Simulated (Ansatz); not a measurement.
The system is Ga.

```
Ga
1.0
     2.26150   -3.83050    0.00000
     2.26150    3.83050    0.00000
     0.00000    0.00000    4.52400
Ga
4
Direct
  0.34510 0.65490 0.41900
  0.15490 0.84510 0.91900
  0.65490 0.34510 0.58100
  0.84510 0.15490 0.08100
```

Base run:

* Program: Ansatz 0.2.0
* Functional: PBEsol
* Potentials or basis: all-electron LAPW, non-relativistic
* Cutoff: 287 eV (chosen from the basis error)
* Basis error allowed: 0.002 eV/atom
* k mesh: 7 × 7 × 6
* Occupations: fermi-dirac, width 0.05 eV
* Spin: no spin polarisation

Its results: pressure -1.1 GPa; largest force 0.145 eV/Å.

The run is repeated on the same cell with these changes: potentials or basis from all-electron LAPW, non-relativistic to all-electron PAW datasets made for the crystal. What comes out?

Pressure -1.6 GPa; largest force 0.123 eV/Å.

Caveats: relativity is left out, which matters for the heavier elements (some runs).

The runs don't all hold the same shells in valence.
